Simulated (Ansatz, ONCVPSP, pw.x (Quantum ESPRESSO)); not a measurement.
What a changed setting does to a pw.x run (fcc W)

Potential: optimised norm-conserving Vanderbilt (ONCV), ONCVPSP 4.0.1.1 (patched build), PBE; core [Kr] 4d10 4f14, reference 5s2 5p6 5d4 6s2; waves: 5s+6s: rc 2.00 bohr, ncon 4, nbas 8, qcut 5.8 1/bohr, 2 projectors; 5p: rc 1.60 bohr, ncon 4, nbas 8, qcut 7.3 1/bohr, 2 projectors, debl 2.7 Ha; 5d: rc 2.80 bohr, ncon 4, nbas 9, qcut 4.5 1/bohr, 2 projectors, debl 2.6 Ha; local part: polynomial inside 1.25 bohr (lpopt 5, dvloc0 1 Ha); core correction: polynomial model core, fcfact 0.5.

The reference run (k-mesh 14³, cutoffs 60/240 Ry, Fermi–Dirac 0.01 Ry, mixing_beta 0.4, conv_thr 1e-9, no spin) gives -2.82 GPa at 16.478 Å³/atom, where all-electron LAPW gives -0.06 GPa. This run, with its own iteration cap, changes nbnd to 19.

```
&control
  calculation='scf', prefix='x', pseudo_dir='./', outdir='./tmp', tstress=.true., disk_io='none'
/
&system
  ibrav=0, nat=1, ntyp=1, ecutwfc=60, ecutrho=240, nbnd=19,
  occupations='smearing', smearing='fd', degauss=0.01
/
&electrons
  conv_thr=1e-09, mixing_beta=0.4, electron_maxstep=60
/
ATOMIC_SPECIES
W 1.0 W.UPF
CELL_PARAMETERS angstrom
  0.00000000 2.01972156 2.01972156
  2.01972156 0.00000000 2.01972156
  2.01972156 2.01972156 0.00000000
ATOMIC_POSITIONS crystal
W 0.0000 0.0000 0.0000
K_POINTS automatic
14 14 14 0 0 0
```

```bash
pw.x < W.scf.in > W.scf.out
```

How does the run end?

It converges in 7 iterations; the free energy moves by +0.0 meV/atom and the pressure by +0.00 GPa. The result is that of the reference run.

```
Message from routine setup:
     using ibrav=0 with symmetry is DISCOURAGED, use correct ibrav instead
     lattice parameter (alat)  =       5.3977  a.u.
     unit-cell volume          =     111.1991 (a.u.)^3
     number of electrons       =        14.00
     number of Kohn-Sham states=           19
     kinetic-energy cutoff     =      60.0000  Ry
     charge density cutoff     =     240.0000  Ry
     scf convergence threshold =      1.0E-09
     Exchange-correlation= PBE
     number of k points=   104  Fermi-Dirac smearing, width (Ry)=  0.0100
     iteration #  1     ecut=    60.00 Ry     beta= 0.40
     total energy              =    -166.66726660 Ry
     estimated scf accuracy    <       0.03400363 Ry
     iteration #  2     ecut=    60.00 Ry     beta= 0.40
     total energy              =    -166.66691908 Ry
     estimated scf accuracy    <       0.00601036 Ry
     iteration #  3     ecut=    60.00 Ry     beta= 0.40
     total energy              =    -166.66757346 Ry
     estimated scf accuracy    <       0.00024606 Ry
     iteration #  4     ecut=    60.00 Ry     beta= 0.40
     total energy              =    -166.66758916 Ry
     estimated scf accuracy    <       0.00000168 Ry
     iteration #  5     ecut=    60.00 Ry     beta= 0.40
     total energy              =    -166.66758981 Ry
     estimated scf accuracy    <       0.00000034 Ry
     iteration #  6     ecut=    60.00 Ry     beta= 0.40
     total energy              =    -166.66758987 Ry
     estimated scf accuracy    <          2.2E-09 Ry
     iteration #  7     ecut=    60.00 Ry     beta= 0.40
     the Fermi energy is    21.2512 ev
!    total energy              =    -166.66758987 Ry
     estimated scf accuracy    <          5.3E-10 Ry
     smearing contrib. (-TS)   =      -0.00527688 Ry
     The total energy is F=E-TS. E is the sum of the following terms:
     one-electron contribution =     -15.80812617 Ry
     hartree contribution      =      16.30659894 Ry
     xc contribution           =     -49.43760640 Ry
     ewald contribution        =    -117.72317937 Ry
     convergence has been achieved in   7 iterations
          total   stress  (Ry/bohr**3)                   (kbar)     P=      -28.17
     Message from routine punch:
     Nothing written, as per user request (disk_io='none')
```

The run took about 22 s on one core of a shared host (Neoverse-V2, 96 threads, 742 GiB, load 76).
